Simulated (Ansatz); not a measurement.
Method: DFT PBE, scalar-relativistic, plane waves, PAW (Ansatz 0.2.0).

Structure of TiPbO₃:

```
CELL_PARAMETERS angstrom
3.96644 0.00000 0.00000
0.00000 3.96644 0.00000
0.00000 0.00000 3.96644
ATOMIC_POSITIONS crystal
Ti 0.50000 0.50000 0.50000
Pb 0.00000 0.00000 0.00000
O 0.00000 0.50000 0.50000
O 0.50000 0.00000 0.50000
O 0.50000 0.50000 0.00000
```

Cutoff 420 eV; k points 8×8×8 on the computed 5-atom cell (Γ-centred); Gaussian smearing, width 0.02 eV; no spin polarisation.

Levels along Γ–X–M–Γ–R–X | R–M, in eV from a zero inside the gap, sorted by energy at each point. Points in fractions of the primitive reciprocal vectors: Γ (0.000 0.000 0.000), X (0.000 0.500 0.000), M (0.500 0.500 0.000), R (0.500 0.500 0.500).
| point | k (1/Å, with 2π) | band 19 | band 20 | band 21 | band 22 | band 23 | band 24 | band 25 |
| --- | --- | --- | --- | --- | --- | --- | --- | --- |
| Γ | 0.000 | -2.25 | -1.78 | -1.78 | -1.78 | 0.83 | 0.83 | 0.83 |
| - | 0.113 | -2.27 | -1.89 | -1.80 | -1.80 | 0.83 | 0.93 | 0.93 |
| - | 0.226 | -2.30 | -2.09 | -1.84 | -1.84 | 0.83 | 1.19 | 1.19 |
| - | 0.339 | -2.35 | -2.12 | -1.84 | -1.84 | 0.83 | 1.53 | 1.53 |
| - | 0.453 | -2.40 | -1.85 | -1.82 | -1.82 | 0.83 | 1.88 | 1.88 |
| - | 0.566 | -2.44 | -1.79 | -1.79 | -1.42 | 0.83 | 2.18 | 2.18 |
| - | 0.679 | -2.47 | -1.76 | -1.76 | -1.01 | 0.83 | 2.18 | 2.38 |
| X | 0.792 | -2.48 | -1.75 | -1.75 | -0.83 | 0.83 | 1.93 | 2.44 |
| - | 0.905 | -2.39 | -1.92 | -1.83 | -0.89 | 0.94 | 2.07 | 2.44 |
| - | 1.018 | -2.31 | -2.17 | -2.02 | -1.06 | 1.20 | 2.40 | 2.45 |
| - | 1.131 | -2.78 | -2.26 | -1.91 | -1.30 | 1.54 | 2.45 | 2.67 |
| - | 1.245 | -3.20 | -2.50 | -1.81 | -1.43 | 1.90 | 2.46 | 2.81 |
| - | 1.358 | -3.46 | -2.69 | -2.03 | -1.29 | 2.19 | 2.46 | 2.96 |
| - | 1.471 | -3.42 | -2.83 | -2.25 | -1.17 | 2.39 | 2.46 | 3.07 |
| M | 1.584 | -3.40 | -2.89 | -2.35 | -1.12 | 2.46 | 2.46 | 3.11 |
| - | 1.744 | -3.36 | -2.80 | -2.17 | -1.21 | 2.39 | 2.40 | 3.02 |
| - | 1.904 | -3.24 | -2.62 | -1.79 | -1.44 | 2.17 | 2.21 | 2.78 |
| - | 2.064 | -3.05 | -2.42 | -1.72 | -1.55 | 1.85 | 1.93 | 2.42 |
| - | 2.224 | -2.81 | -2.21 | -1.97 | -1.65 | 1.50 | 1.57 | 1.96 |
| - | 2.384 | -2.40 | -2.12 | -2.00 | -1.85 | 1.17 | 1.22 | 1.46 |
| - | 2.544 | -2.24 | -1.95 | -1.86 | -1.84 | 0.92 | 0.94 | 1.02 |
| Γ | 2.704 | -2.25 | -1.78 | -1.78 | -1.78 | 0.83 | 0.83 | 0.83 |
| - | 2.900 | -2.20 | -1.95 | -1.95 | -1.89 | 1.01 | 1.03 | 1.03 |
| - | 3.096 | -2.14 | -2.14 | -2.06 | -2.03 | 1.45 | 1.46 | 1.46 |
| - | 3.292 | -2.08 | -2.08 | -2.03 | -1.86 | 1.80 | 1.91 | 1.91 |
| - | 3.488 | -2.52 | -1.81 | -1.81 | -1.61 | 1.85 | 2.27 | 2.27 |
| - | 3.684 | -3.72 | -1.49 | -1.49 | -1.39 | 2.22 | 2.54 | 2.54 |
| - | 3.880 | -5.04 | -1.25 | -1.25 | -1.22 | 2.62 | 2.71 | 2.71 |
| R | 4.076 | -5.13 | -1.16 | -1.16 | -1.16 | 2.77 | 2.77 | 2.77 |
| - | 4.236 | -5.04 | -1.24 | -1.21 | -1.19 | 2.67 | 2.70 | 2.76 |
| - | 4.396 | -4.27 | -1.45 | -1.39 | -1.28 | 2.40 | 2.54 | 2.72 |
| - | 4.556 | -3.21 | -1.74 | -1.71 | -1.45 | 2.04 | 2.44 | 2.66 |
| - | 4.716 | -2.68 | -1.91 | -1.90 | -1.70 | 1.66 | 2.47 | 2.59 |
| - | 4.876 | -2.87 | -2.00 | -1.96 | -1.34 | 1.31 | 2.52 | 2.52 |
| - | 5.036 | -2.32 | -2.11 | -1.84 | -0.95 | 1.00 | 2.20 | 2.47 |
| X | 5.196 | -2.48 | -1.75 | -1.75 | -0.83 | 0.83 | 1.93 | 2.44 |
| R | 5.196 | -5.13 | -1.16 | -1.16 | -1.16 | 2.77 | 2.77 | 2.77 |
| - | 5.309 | -5.07 | -1.20 | -1.20 | -1.16 | 2.72 | 2.72 | 2.78 |
| - | 5.423 | -4.85 | -1.34 | -1.34 | -1.15 | 2.61 | 2.61 | 2.79 |
| - | 5.536 | -4.24 | -1.59 | -1.59 | -1.15 | 2.48 | 2.48 | 2.82 |
| - | 5.649 | -3.54 | -1.96 | -1.96 | -1.14 | 2.41 | 2.41 | 2.87 |
| - | 5.762 | -2.93 | -2.44 | -2.44 | -1.13 | 2.40 | 2.40 | 2.95 |
| - | 5.875 | -2.98 | -2.98 | -2.50 | -1.12 | 2.44 | 2.44 | 3.05 |
| M | 5.988 | -3.40 | -2.89 | -2.35 | -1.12 | 2.46 | 2.46 | 3.11 |

Spin-orbit coupling is left out, which matters for the bands of heavy elements.

Symmetry holds off the tilts and polar distortions that many cubic perovskites undergo.

Cost: 1 run of about 0.47 core-minutes, on AMD EPYC 9R45 (Zen 5) (shared hosts).